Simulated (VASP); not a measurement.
# NaCl (Fm-3m) in VASP: notebook

One crystal, NaCl, is run at these levels: PBEsol; tasks: dielectric tensor, phonons.

Everything below comes from runs of VASP 6.6.1. Logs are shortened: lines on timing, memory, paths and dates and some standing lists are left out, and cuts for length are marked.

**The experiment to reproduce.**

From a printed reference work, textbook, for a bulk crystal of NaCl at 80 K: high-frequency dielectric constant 2.34.

The results are compared with them further down.

## Step 1: The structure

Symmetry: Fm-3m, No. 225, cubic system. The conventional cell has a = 5.605 Å, b = 5.605 Å, c = 5.605 Å, α = 90.00°, β = 90.00°, γ = 90.00°. Na (site symmetry m-3m) has 6 Cl at 2.80 Å as nearest neighbours. Cl (site symmetry m-3m) has 6 Na at 2.80 Å as nearest neighbours.

## Step 2: Dielectric tensor, PBEsol

File INCAR:

```
SYSTEM = NaCl
  PREC = Accurate
  ENCUT = 600
  EDIFF = 1E-8
  ISMEAR = 0
  SIGMA = 0.03
  LREAL = .FALSE.
  LASPH = .TRUE.
  NELM = 80
  ALGO = Fast
  ISIF = 2
  LWAVE = .FALSE.
  LCHARG = .FALSE.
  GGA = PS
  LEPSILON = .TRUE.
```

File KPOINTS:

```
regular mesh
0
Monkhorst
  14 14 14
  0 0 0
```

File POSCAR:

```
NaCl                                    
1.0
    0.0000000000      2.8025739440      2.8025739440
    2.8025739440     -0.0000000000      2.8025739440
    2.8025739440      2.8025739440      0.0000000000
  Na              Cl            
     1     1
Direct
     0.0000000000000000    0.0000000000000000    0.0000000000000000
     0.5000000000000000    0.5000000000000000    0.5000000000000000
```

Potentials or basis: VASP PAW PBE potentials, release 64 (Na_pv, Cl).

Run with:

```console
$ cat potpaw_PBE.64/Na_pv/POTCAR potpaw_PBE.64/Cl/POTCAR > POTCAR
$ mpirun -np 1 vasp_std > vasp.out
```

OUTCAR:

```text
SYSTEM = NaCl
   PREC = Accurate
   ENCUT = 600
   EDIFF = 1E-8
   ISMEAR = 0
   LREAL = .FALSE.
   LASPH = .TRUE.
   NELM = 80
   ISIF = 2
   GGA = PS
   LEPSILON = .TRUE.

 ion  position               nearest neighbor table
   1  0.000  0.000  0.000-
   2  0.500  0.500  0.500-

  LATTYP: Found a face centered cubic cell.
 ALAT       =     5.6051478880

  Lattice vectors:

 A1 = (   0.0000000000,   2.8025739440,   2.8025739440)
 A2 = (   2.8025739440,   0.0000000000,   2.8025739440)
 A3 = (   2.8025739440,   2.8025739440,   0.0000000000)

Analysis of symmetry for initial positions (statically):
=====================================================================
 Subroutine PRICEL returns:
 Original cell was already a primitive cell.

 Routine SETGRP: Setting up the symmetry group for a
 face centered cubic supercell.

 Subroutine GETGRP returns: Found 48 space group operations
 (whereof 48 operations were pure point group operations)
 out of a pool of 48 trial point group operations.

The static configuration has the point symmetry O_h .

Analysis of symmetry for dynamics (positions and initial velocities):
=====================================================================
 Subroutine PRICEL returns:
 Original cell was already a primitive cell.

 Routine SETGRP: Setting up the symmetry group for a
 face centered cubic supercell.

 Subroutine GETGRP returns: Found 48 space group operations
 (whereof 48 operations were pure point group operations)
 out of a pool of 48 trial point group operations.

The dynamic configuration has the point symmetry O_h .

 Subroutine INISYM returns: Found 48 space group operations
 (whereof 48 operations are pure point group operations),
 and found     1 'primitive' translations

----------------------------------------------------------------------------------------

                                     Primitive cell

  volume of cell :      44.0252

  direct lattice vectors                    reciprocal lattice vectors
     0.000000000  2.802573944  2.802573944    -0.178407425  0.178407425  0.178407425
     2.802573944  0.000000000  2.802573944     0.178407425 -0.178407425  0.178407425
     2.802573944  2.802573944  0.000000000     0.178407425  0.178407425 -0.178407425

  length of vectors
     3.963438081  3.963438081  3.963438081     0.309010724  0.309010724  0.309010724

  position of ions in fractional coordinates (direct lattice)
     0.000000000  0.000000000  0.000000000
     0.500000000  0.500000000  0.500000000

  ion indices of the primitive-cell ions
   primitive index   ion index
                 1           1
                 2           2

----------------------------------------------------------------------------------------

 KPOINTS: regular mesh

Automatic generation of k-mesh.
 Grid dimensions read from file:
 generate k-points for:   14   14   14

 Generating k-lattice:

  Cartesian coordinates                     Fractional coordinates (reciprocal lattice)
    -0.012743387  0.012743387  0.012743387     0.071428571  0.000000000  0.000000000
     0.012743387 -0.012743387  0.012743387     0.000000000  0.071428571  0.000000000
     0.012743387  0.012743387 -0.012743387     0.000000000  0.000000000  0.071428571

  Length of vectors
     0.022072195  0.022072195  0.022072195

  Shift w.r.t. Gamma in fractional coordinates (k-lattice)
     0.500000000  0.500000000  0.500000000

 Subroutine IBZKPT returns following result:
 ===========================================

 Found    280 irreducible k-points:

 Following reciprocal coordinates:
            Coordinates               Weight
[... 74 lines left out ...]
 non-spin polarized calculation
 RMM-DIIS sequential band-by-band and
 Gauss-broadening in eV      SIGMA  =   0.03
  energy-cutoff  :      600.00
  volume of cell :       44.03
 maximum number of plane-waves:      1481
   NGX = 15   NGY = 15   NGZ = 15

--------------------------------------- Ionic step        1  -------------------------------------------

 number of electron      14.0000009 magnetization

 E-fermi :  -0.4630     XC(G=0):  -8.4154

 val. band max:       -0.6805860632   @ k =   0.0357   0.0357   0.0357
 cond. band min:       4.3707421659   @ k =   0.0357   0.0357   0.0357
 fundamental gap:      5.0513282291
 Fermi energy:        -0.4630190635

 k-point     1 :       0.0357    0.0357    0.0357
  band No.  band energies     occupation
      1     -21.2939      2.00000
      2     -21.2935      2.00000
      3     -21.2935      2.00000
      4     -13.3597      2.00000
      5      -0.7131      2.00000
      6      -0.6806      2.00000
      7      -0.6806      2.00000
      8       4.3707      0.00000
      9      10.2751      0.00000
     10      10.3576      0.00000
     11      10.3576      0.00000
[... 309 lines left out ...]
 k-point    24 :      -0.2500    0.1071    0.0357
  band No.  band energies     occupation
      1     -21.3149      2.00000
      2     -21.2971      2.00000
      3     -21.2948      2.00000
      4     -13.1174      2.00000
      5      -2.1031      2.00000
      6      -1.0042      2.00000
      7      -0.8592      2.00000
      8       6.3293      0.00000
      9       9.0746      0.00000
     10      10.2633      0.00000
     11      10.7181      0.00000

 [... further k-points ...]

  FORCE on cell =-STRESS in cart. coord.  units (eV):
  Direction    XX          YY          ZZ          XY          YZ          ZX
  --------------------------------------------------------------------------------------
  -------------------------------------------------------------------------------------
  Total       -0.0007528     -0.0007528     -0.0007528     -0.0000000     -0.0000000     -0.0000000
  in kB       -0.0273963     -0.0273963     -0.0273963     -0.0000000     -0.0000000     -0.0000000
  external PRESSURE =      -0.0273963 kB  Pullay stress =       0.0000000 kB

 VOLUME and BASIS-vectors are now :
 -----------------------------------------------------------------------------
  energy-cutoff  :      600.00
  volume of cell :       44.03
      direct lattice vectors                 reciprocal lattice vectors
     0.000000000  2.802573944  2.802573944    -0.178407425  0.178407425  0.178407425
     2.802573944  0.000000000  2.802573944     0.178407425 -0.178407425  0.178407425
     2.802573944  2.802573944  0.000000000     0.178407425  0.178407425 -0.178407425

 POSITION                                       TOTAL-FORCE (eV/Angst)
 -----------------------------------------------------------------------------------
      0.00000      0.00000      0.00000        -0.000000      0.000000     -0.000000
      2.80257      2.80257      2.80257         0.000000     -0.000000      0.000000
 -----------------------------------------------------------------------------------
    total drift:                                0.000000     -0.000000     -0.000000

  FREE ENERGIE OF THE ION-ELECTRON SYSTEM (eV)
  ---------------------------------------------------
  free  energy   TOTEN  =        -6.9986547595 eV

  energy  without entropy=       -6.9986547595  energy(sigma->0) =       -6.99865476

 HEAD OF MICROSCOPIC STATIC DIELECTRIC TENSOR (INDEPENDENT PARTICLE, excluding Hartree and local field effects)
 ------------------------------------------------------
           2.823876    -0.000000    -0.000000
           0.000000     2.823876    -0.000000
          -0.000000     0.000000     2.823876
 ------------------------------------------------------

 Free energy of the ion-electron system (eV)
  ---------------------------------------------------
  ---------------------------------------------------
  free energy    TOTEN  =        -0.21420800 eV

  energy without entropy =       -0.21420800

------------------------ aborting loop because EDIFF is reached ----------------------------------------

--------------------------------------- Ionic step        2  -------------------------------------------

------------------------ aborting loop because EDIFF is reached ----------------------------------------

--------------------------------------- Ionic step        3  -------------------------------------------

 Free energy of the ion-electron system (eV)
  ---------------------------------------------------
  ---------------------------------------------------
  free energy    TOTEN  =        -0.21420799 eV

  energy without entropy =       -0.21420799

------------------------ aborting loop because EDIFF is reached ----------------------------------------

 PIEZOELECTRIC TENSOR FIELD DIRECTION 3  (e Angst)
 -----------------------------------------------------------------------------
    -0.00026  0.00000 -0.00000           (  0.00000  0.00000  0.00000)
     0.00000 -0.00026  0.00000           (  0.00000  0.00000  0.00000)
    -0.00000  0.00000 -0.00023           (  0.00000  0.00000  0.00000)

 PIEZOELECTRIC TENSOR FIELD DIRECTION 3  (C/m^2)
 -----------------------------------------------------------------------------
    -0.00009  0.00000 -0.00000
     0.00000 -0.00009  0.00000
    -0.00000  0.00000 -0.00009

 MACROSCOPIC STATIC DIELECTRIC TENSOR (including local field effects in DFT)
 ------------------------------------------------------
           2.564269     0.000000    -0.000000
           0.000000     2.564269    -0.000000
          -0.000000    -0.000000     2.564269
 ------------------------------------------------------

 PIEZOELECTRIC TENSOR (including local field effects)  for field in x, y, z        (e  Angst)
          XX          YY          ZZ          XY          YZ          ZX
  --------------------------------------------------------------------------------
  x     0.00000     0.00000     0.00000     0.00000     0.00000     0.00000
  y     0.00000     0.00000     0.00000     0.00000     0.00000     0.00000
  z     0.00000     0.00000     0.00000     0.00000     0.00000     0.00000

 PIEZOELECTRIC TENSOR (including local field effects)  for field in x, y, z        (C/m^2)
          XX          YY          ZZ          XY          YZ          ZX
  --------------------------------------------------------------------------------
  x     0.00000     0.00000     0.00000     0.00000     0.00000     0.00000
  y     0.00000     0.00000     0.00000     0.00000     0.00000     0.00000
  z     0.00000     0.00000     0.00000     0.00000     0.00000     0.00000

 BORN EFFECTIVE CHARGES (including local field effects) (in |e|, cummulative output)
 ---------------------------------------------------------------------------------
 ion    1
    1     1.09083     0.00000     0.00000
    2     0.00000     1.09083     0.00000
    3     0.00000     0.00000     1.09083
 ion    2
    1    -1.09083     0.00000     0.00000
    2     0.00000    -1.09083     0.00000
    3     0.00000     0.00000    -1.09083
```

Wall time 19 min (1 thread of Intel Xeon Platinum 8375C at 2.90GHz (Ice Lake), shared host); peak memory 1 GiB.

Results:

```
Electronic dielectric tensor (diagonal) : 2.56
Born charges (mean of the diagonal)     : Na +1.09; Cl -1.09 e
```

Levels at points of the mesh, in eV from the valence-band top:
| k point | band 5 | band 6 | band 7 | band 8 | band 9 | band 10 |
| --- | --- | --- | --- | --- | --- | --- |
| (0.04, 0.04, 0.04) | -0.03 | 0.00 | 0.00 | 5.05 | 10.96 | 11.04 |

Electronic dielectric tensor:
```
2.56 0.00 0.00
0.00 2.56 0.00
0.00 0.00 2.56
```

Born effective charge tensors (e):
atom 1, Na
```
1.09 0.00 0.00
0.00 1.09 0.00
0.00 0.00 1.09
```
atom 2, Cl
```
-1.09  0.00  0.00
 0.00 -1.09  0.00
 0.00  0.00 -1.09
```

Caveat: the PAW data sets were made with another functional, which shifts forces and pressure a little.

## Step 3: Phonons, PBEsol, target pressure -1.5 GPa, at which the enthalpy is minimised

File POSCAR:

```
NaCl
1.0
   -0.0000000000      2.8038634506      2.8038634506
    2.8038634506     -0.0000000000      2.8038634506
    2.8038634506      2.8038634506     -0.0000000000
  Na              Cl
     1     1
Direct
     0.0000000000000000    0.0000000000000000    0.0000000000000000
     0.5000000000000000    0.5000000000000000    0.5000000000000000
```

File INCAR.step1:

```
SYSTEM = NaCl
  PREC = Accurate
  ENCUT = 600
  EDIFF = 1E-8
  ISMEAR = 0
  SIGMA = 0.03
  LREAL = .FALSE.
  LASPH = .TRUE.
  NELM = 80
  ALGO = Fast
  ISIF = 3
  LWAVE = .FALSE.
  LCHARG = .FALSE.
  GGA = PS
  PSTRESS = -15.0
  IBRION = 2
  NSW = 40
  EDIFFG = -0.002
```

File INCAR.step2:

```
SYSTEM = NaCl
  PREC = Accurate
  ENCUT = 600
  EDIFF = 1E-8
  ISMEAR = 0
  SIGMA = 0.03
  LREAL = .FALSE.
  LASPH = .TRUE.
  NELM = 80
  ALGO = Fast
  ISIF = 2
  LWAVE = .FALSE.
  LCHARG = .FALSE.
  GGA = PS
  PSTRESS = -15.0
  IBRION = 6
  NFREE = 2
  POTIM = 0.015
  NSW = 1
```

File KPOINTS:

```
regular mesh
0
G
  8 8 8
  0 0 0
```

Potentials or basis: VASP PAW PBE potentials, release 64 (Na_pv, Cl).

Run with:

```console
$ cat potpaw_PBE.64/Na_pv/POTCAR potpaw_PBE.64/Cl/POTCAR > POTCAR
$ cp INCAR.step1 INCAR
$ mpirun -np 1 vasp_std > vasp.out
$ cp CONTCAR POSCAR
$ cp INCAR.step2 INCAR
$ mpirun -np 1 vasp_std > vasp.out
```

OUTCAR:

```text
SYSTEM = NaCl
   PREC = Accurate
   ENCUT = 600
   EDIFF = 1E-8
   ISMEAR = 0
   LREAL = .FALSE.
   LASPH = .TRUE.
   NELM = 80
   ISIF = 2
   GGA = PS
   PSTRESS = -15.0
   IBRION = 6
   NFREE = 2
   POTIM = 0.015
   NSW = 1

 ion  position               nearest neighbor table
[... 736 lines left out ...]
  --------------------------------------------------------------------------------
  x     0.00000     0.00000     0.00000     0.00000     0.00000     0.00000
  y     0.00000     0.00000     0.00000     0.00000     0.00000     0.00000
  z     0.00000     0.00000     0.00000     0.00000     0.00000     0.00000

 INTERNAL STRAIN TENSOR FOR ION    2 for displacements in x,y,z  (eV/Angst):
          X           Y           Z          XY          YZ          ZX
  --------------------------------------------------------------------------------
  x     0.00000     0.00000     0.00000     0.00000     0.00000     0.00000
  y     0.00000     0.00000     0.00000     0.00000     0.00000     0.00000
  z     0.00000     0.00000     0.00000     0.00000     0.00000     0.00000

 Eigenvectors and eigenvalues of the dynamical matrix
 ----------------------------------------------------

   1 f  =    4.145940 THz    26.049708 2PiTHz  138.293668 cm-1    17.146222 meV
             X         Y         Z           dx          dy          dz
      0.000000  0.000000  0.000000    -0.000000    0.776170   -0.000000
      2.866283  2.866283  2.866283    -0.000000   -0.630523    0.000000
[... 21 lines left out ...]
   6 f/i=    0.017743 THz     0.111482 2PiTHz    0.591841 cm-1     0.073379 meV
             X         Y         Z           dx          dy          dz
      0.000000  0.000000  0.000000    -0.334315   -0.519481    0.126222
      2.866283  2.866283  2.866283    -0.411540   -0.639478    0.155378

 ELASTIC MODULI CONTR FROM IONIC RELAXATION (kBar)
 Direction    XX          YY          ZZ          XY          YZ          ZX
 --------------------------------------------------------------------------------
 XX           0.0000      0.0000      0.0000      0.0000      0.0000      0.0000
 YY           0.0000      0.0000      0.0000      0.0000      0.0000      0.0000
 ZZ           0.0000      0.0000      0.0000      0.0000      0.0000      0.0000
 XY           0.0000      0.0000      0.0000      0.0000      0.0000      0.0000
 YZ           0.0000      0.0000      0.0000      0.0000      0.0000      0.0000
 ZX           0.0000      0.0000      0.0000      0.0000      0.0000      0.0000
 --------------------------------------------------------------------------------
```

OUTCAR.step1:

```text
SYSTEM = NaCl
   PREC = Accurate
   ENCUT = 600
   EDIFF = 1E-8
   ISMEAR = 0
   LREAL = .FALSE.
   LASPH = .TRUE.
   NELM = 80
   ISIF = 3
[... 709 lines left out ...]
  -------------------------------------------------------------------------------------
  Total       -0.4380522     -0.4380522     -0.4380522     -0.0000000     -0.0000000      0.0000000
  in kB      -14.9021584    -14.9021584    -14.9021584     -0.0000000     -0.0000000      0.0000000
  external PRESSURE =       0.0978416 kB  Pullay stress =     -15.0000000 kB
[... 21 lines left out ...]
  energy  without entropy=       -6.9834328674  energy(sigma->0) =       -6.98343287

  enthalpy is  TOTEN    =        -7.4243611817 eV   P V=       -0.4409283143

 reached required accuracy - stopping structural energy minimisation
```

OSZICAR.step1:

```text
N       E                     dE             d eps       ncg     rms          rms(c)
DAV:   1     0.102347154709E+03    0.10235E+03   -0.78409E+03   644   0.145E+03
DAV:   2     0.186411677269E+01   -0.10048E+03   -0.94436E+02   731   0.295E+02
DAV:   3    -0.696113027430E+01   -0.88252E+01   -0.87619E+01   781   0.844E+01
[... 68 lines left out ...]
RMM:   4    -0.698343303147E+01    0.44237E-05   -0.82133E-06   673   0.251E-02    0.636E-03
RMM:   5    -0.698343302000E+01    0.11478E-07   -0.19769E-06   752   0.137E-02    0.175E-03
RMM:   6    -0.698343307977E+01   -0.59778E-07   -0.53310E-07   731   0.611E-03    0.254E-03
RMM:   7    -0.698343287677E+01    0.20301E-06   -0.14385E-07   603   0.390E-03    0.184E-04
RMM:   8    -0.698343286737E+01    0.93996E-08   -0.22216E-08   480   0.170E-03
   5 F= -.74243612E+01 E0= -.74243612E+01  d E =-.129582E-01
```

Wall time 2.1 min (1 thread of Intel Xeon Platinum 8375C at 2.90GHz (Ice Lake), shared host); peak memory 0.21 GiB.

What came out:

```yaml
Relaxed_volume: 23.55 Å³/atom
Relaxed_cell: a = 4.054 Å, b = 4.054 Å, c = 4.054 Å, α = 60.00°, β = 60.00°, γ = 60.00°
Space_group_after_relaxing_to_0.05_Å: Fm-3m (No. 225)
Highest_phonon_frequency_at_Γ_LO-TO_splitting_left_out: 138 cm⁻¹
```

The path:
| step | energy change (eV) | largest force (eV/Å) | pressure (GPa) | volume (Å³) |
| --- | --- | --- | --- | --- |
| 1 | 0.0000 | 0.0000 | -0.04 | 44.09 |
| 2 | 0.0032 | 0.0000 | -0.73 | 45.38 |
| 3 | 0.0180 | 0.0000 | -1.65 | 47.38 |
| 4 | 0.0147 | 0.0000 | -1.47 | 47.04 |
| 5 | 0.0152 | 0.0000 | -1.49 | 47.10 |

Final structure:
```
Na Cl
1.0
     0.00000    2.86628    2.86628
     2.86628    0.00000    2.86628
     2.86628    2.86628    0.00000
Na Cl
1 1
Direct
  0.00000 0.00000 0.00000
  0.50000 0.50000 0.50000
```

Phonon frequencies in cm⁻¹ (negative: imaginary):
```
              q point           frequencies
(0.000, 0.000, 0.000)  -1 -1 -1 138 138 138
```

Caveat: the PAW data sets were made with another functional, which shifts forces and pressure a little.

## Step 4: Against experiment

Step 2. Against the measured high-frequency dielectric constant of NaCl, 2.34 (80 K; a printed reference work, textbook), the calculated 2.56 is off by +9.6 %.
